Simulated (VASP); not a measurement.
Input and output of a VASP r²SCAN single-point calculation on LiF (strained rocksalt)

INCAR

```
ISIF = 2
NSW = 0
NELM = 120
IBRION = -1
ISMEAR = 0
NBANDS = 12
LREAL = .FALSE.
ENCUT = 520
EDIFF = 1E-7
PREC = Accurate
SIGMA = 0.01
METAGGA = R2SCAN
ALGO = Normal
LCHARG = .FALSE.
LASPH = .TRUE.
LWAVE = .FALSE.
```

KPOINTS

```
KPOINTS created by Atomic Simulation Environment
0
Gamma
10 10 10
0 0 0
```

KPOINTS_OPT

```
special points
6
Reciprocal
0.0000000000 0.0000000000 0.0000000000 1
0.5000000000 0.0000000000 0.5000000000 1
0.6250000000 0.2500000000 0.6250000000 1
0.3750000000 0.3750000000 0.7500000000 1
0.5000000000 0.5000000000 0.5000000000 1
0.5000000000 0.2500000000 0.7500000000 1
```

POSCAR

```
Li F
 1.0000000000000000
    -0.0368410052000000    1.9979281671000000    1.9979281671000000
     1.9979281671000000   -0.0368410052000000    1.9979281671000000
     1.9979281671000000    1.9979281671000000   -0.0368410052000000
 Li  F
   1   1
Cartesian
  0.0000000000000000  0.0000000000000000  0.0000000000000000
  1.9795076645000000  1.9795076645000000  1.9795076645000000
```

VASP ran with the recommended PBE PAW datasets (10 valence electrons in the cell).

Command

```
mpirun -np 1 vasp_std
```

From OUTCAR

```
k-points           NKPTS =    116   k-points in BZ     NKDIM =    116   number of bands    NBANDS=     12

   NELECT =      10.0000    total number of electrons

   dimension x,y,z NGX =    24 NGY =   24 NGZ =   24
   dimension x,y,z NGXF=    48 NGYF=   48 NGZF=   48

  energy-cutoff  :      520.00
  volume of cell :       16.39
      direct lattice vectors                 reciprocal lattice vectors
    -0.036841005  1.997928167  1.997928167    -0.243441471  0.248014765  0.248014765
     1.997928167 -0.036841005  1.997928167     0.248014765 -0.243441471  0.248014765
     1.997928167  1.997928167 -0.036841005     0.248014765  0.248014765 -0.243441471

 k-points in reciprocal lattice and weights: KPOINTS created by Atomic Simulation Env
   0.00000000  0.00000000  0.00000000       0.001
   0.10000000  0.00000000  0.00000000       0.006
   0.20000000  0.00000000  0.00000000       0.006
   0.30000000  0.00000000 -0.00000000       0.006
   0.40000000  0.00000000  0.00000000       0.006
   0.50000000  0.00000000 -0.00000000       0.003
   0.10000000  0.10000000  0.00000000       0.006
   0.20000000  0.10000000  0.00000000       0.012
   ...

 E-fermi :  -1.3766

 k-point     1 :       0.0000    0.0000    0.0000
  band No.  band energies     occupation
      1     -43.7362      2.00000
      2     -22.7447      2.00000
      3      -1.7031      2.00000
      4      -1.7031      2.00000
      5      -1.5599      2.00000
      6       8.5737      0.00000
      7      23.4823      0.00000
      8      23.4823      0.00000
      9      24.2542      0.00000
     10      24.2542      0.00000
     11      24.4366      0.00000
     12      24.5258      0.00000

 k-point     2 :       0.1000    0.0000    0.0000
  band No.  band energies     occupation
      1     -43.7309      2.00000
      2     -22.7085      2.00000
      3      -1.9665      2.00000
      4      -1.7238      2.00000
      5      -1.5978      2.00000
      6       8.8585      0.00000
      7      20.7883      0.00000
      8      22.5546      0.00000
      9      23.0170      0.00000
     10      24.8750      0.00000
     11      25.4223      0.00000
     12      25.7051      0.00000

 k-point     3 :       0.2000    0.0000    0.0000
  band No.  band energies     occupation
      1     -43.7172      2.00000
      2     -22.6131      2.00000
      3      -2.6312      2.00000
      4      -1.7767      2.00000
      5      -1.6665      2.00000
      6       9.4901      0.00000
      7      18.3064      0.00000
      8      21.0971      0.00000
      9      21.4626      0.00000
     10      26.0551      0.00000
     11      26.4927      0.00000
     12      26.9337      0.00000

 k-point     4 :       0.3000    0.0000   -0.0000
  band No.  band energies     occupation
      1     -43.7002      2.00000
      2     -22.4901      2.00000
      3      -3.3784      2.00000
      4      -1.8400      2.00000
      5      -1.7450      2.00000
      6      10.0210      0.00000
      7      16.8629      0.00000
      8      19.8263      0.00000
      9      20.1691      0.00000
     10      27.7088      0.00000
     11      27.9057      0.00000
     12      28.5888      0.00000

 k-point     5 :       0.4000    0.0000    0.0000
  band No.  band energies     occupation
      1     -43.6864      2.00000
      2     -22.3867      2.00000
      3      -3.9383      2.00000
      4      -1.8895      2.00000
      5      -1.8063      2.00000
      6      10.1905      0.00000
      7      16.3817      0.00000
      8      18.9997      0.00000
      9      19.3380      0.00000
     10      29.5015      0.00000
     11      29.5234      0.00000
     12      30.3434      0.00000

 k-point     6 :       0.5000    0.0000   -0.0000
  band No.  band energies     occupation
      1     -43.6813      2.00000
      2     -22.3468      2.00000
      3      -4.1440      2.00000
      4      -1.9080      2.00000
      5      -1.8293      2.00000
      6      10.1867      0.00000
      7      16.3310      0.00000
      8      18.7124      0.00000
      9      19.0528      0.00000
     10      30.4330      0.00000
     11      30.6078      0.00000
     12      31.2375      0.00000

 k-point     7 :       0.1000    0.1000    0.0000
  band No.  band energies     occupation
      1     -43.7291      2.00000
      2     -22.6941      2.00000
      3      -1.9199      2.00000
      4      -1.8062      2.00000
      5      -1.6894      2.00000
      6       8.9762      0.00000
      7      21.4704      0.00000
      8      21.8228      0.00000
      9      22.3599      0.00000
     10      22.8345      0.00000
     11      26.8520      0.00000
     12      27.1938      0.00000

 k-point     8 :       0.2000    0.1000    0.0000
  band No.  band energies     occupation
      1     -43.7182      2.00000
      2     -22.6145      2.00000
      3      -2.4508      2.00000
      4      -1.8532      2.00000
      5      -1.7788      2.00000
      6       9.5546      0.00000
      7      18.9107      0.00000
      8      21.2450      0.00000
      9      21.5017      0.00000
     10      22.9127      0.00000
     11      27.9977      0.00000
     12      28.6582      0.00000

 k-point     9 :       0.3000    0.1000   -0.0000
  band No.  band energies     occupation
      1     -43.7024      2.00000
      2     -22.4962      2.00000
      3      -3.1736      2.00000
      4      -1.9352      2.00000
      5      -1.8631      2.00000
      6      10.2139      0.00000
      7      17.0738      0.00000
      8      20.0525      0.00000
      9      20.4211      0.00000
     10      24.4568      0.00000
     11      29.2227      0.00000
     12      29.8662      0.00000

 k-point    10 :       0.4000    0.1000    0.0000
  band No.  band energies     occupation
      1     -43.6877      2.00000
      2     -22.3832      2.00000
      3      -3.7822      2.00000
      4      -2.0329      2.00000
      5      -1.9269      2.00000
      6      10.5692      0.00000
      7      16.2384      0.00000
      8      19.2052      0.00000
      9      19.5990      0.00000
     10      26.3147      0.00000
     11      30.6191      0.00000
     12      31.1117      0.00000

 k-point    11 :       0.5000    0.1000    0.0000
  band No.  band energies     occupation
      1     -43.6798      2.00000
      2     -22.3217      2.00000
      3      -4.0877      2.00000
      4      -2.1336      2.00000
      5      -1.9189      2.00000
      6      10.6244      0.00000
      7      16.0335      0.00000
      8      18.8569      0.00000
      9      19.1740      0.00000
     10      28.2003      0.00000
     11      31.0560      0.00000
     12      31.4963      0.00000

 k-point    12 :      -0.4000    0.1000    0.0000
  band No.  band energies     occupation
      1     -43.6816      2.00000
      2     -22.3379      2.00000
      3      -4.0049      2.00000
      4      -2.1866      2.00000
      5      -1.8520      2.00000
      6      10.6138      0.00000
      7      16.0046      0.00000
      8      18.9729      0.00000
      9      19.2489      0.00000
     10      29.2187      0.00000
     11      30.2357      0.00000
     12      30.3458      0.00000

 k-point    13 :      -0.3000    0.1000    0.0000
  band No.  band energies     occupation
      1     -43.6925      2.00000
      2     -22.4252      2.00000
      3      -3.5616      2.00000
      4      -2.1633      2.00000
      5      -1.7547      2.00000
      6      10.4680      0.00000
      7      16.2809      0.00000
      8      19.5047      0.00000
      9      19.8199      0.00000
     10      27.8405      0.00000
     11      28.3795      0.00000
     12      30.1404      0.00000

 k-point    14 :      -0.2000    0.1000    0.0000
  band No.  band energies     occupation
      1     -43.7084      2.00000
      2     -22.5465      2.00000
      3      -2.9003      2.00000
      4      -2.0605      2.00000
      5      -1.6625      2.00000
      6       9.9667      0.00000
      7      17.3502      0.00000
      8      20.2807      0.00000
      9      20.9097      0.00000
     10      26.0873      0.00000
     11      26.9367      0.00000
     12      29.1078      0.00000

 k-point    15 :      -0.1000    0.1000    0.0000
  band No.  band energies     occupation
      1     -43.7231      2.00000
      2     -22.6535      2.00000
      3      -2.2809      2.00000
      4      -1.8849      2.00000
      5      -1.6069      2.00000
      6       9.2836      0.00000
      7      19.2192      0.00000
      8      21.1684      0.00000
      9      22.3685      0.00000
     10      24.8417      0.00000
     11      25.9993      0.00000
     12      27.7079      0.00000

 ...

  Total       -0.3224840     -0.3224840     -0.3224840      0.1211383      0.1211383      0.1211383
  in kB      -31.5210906    -31.5210906    -31.5210906     11.8406210     11.8406210     11.8406210
  external PRESSURE =     -31.5210906 kB  Pullay stress =       0.0000000 kB

 POSITION                                       TOTAL-FORCE (eV/Angst)
 -----------------------------------------------------------------------------------
      0.00000      0.00000      0.00000         0.000000      0.000000     -0.000000
      1.97951      1.97951      1.97951        -0.000000     -0.000000      0.000000
 -----------------------------------------------------------------------------------
    total drift:                               -0.000000     -0.000000      0.000000

  FREE ENERGIE OF THE ION-ELECTRON SYSTEM (eV)
  ---------------------------------------------------
  free  energy   TOTEN  =       -11.8952193549 eV

  energy  without entropy=      -11.8952193549  energy(sigma->0) =      -11.89521935
```

```yaml
gap_between_bands_v_and_c: 10.13 eV
least_direct_gap: 10.13 eV
pressure: -3.2 GPa
```

Band v is the last that the valence electrons fill when counted band by band, and c is the next.

The run took about 56 s on one core of a shared host (Intel Xeon Platinum 8488C) and held 0.15 GiB at most.
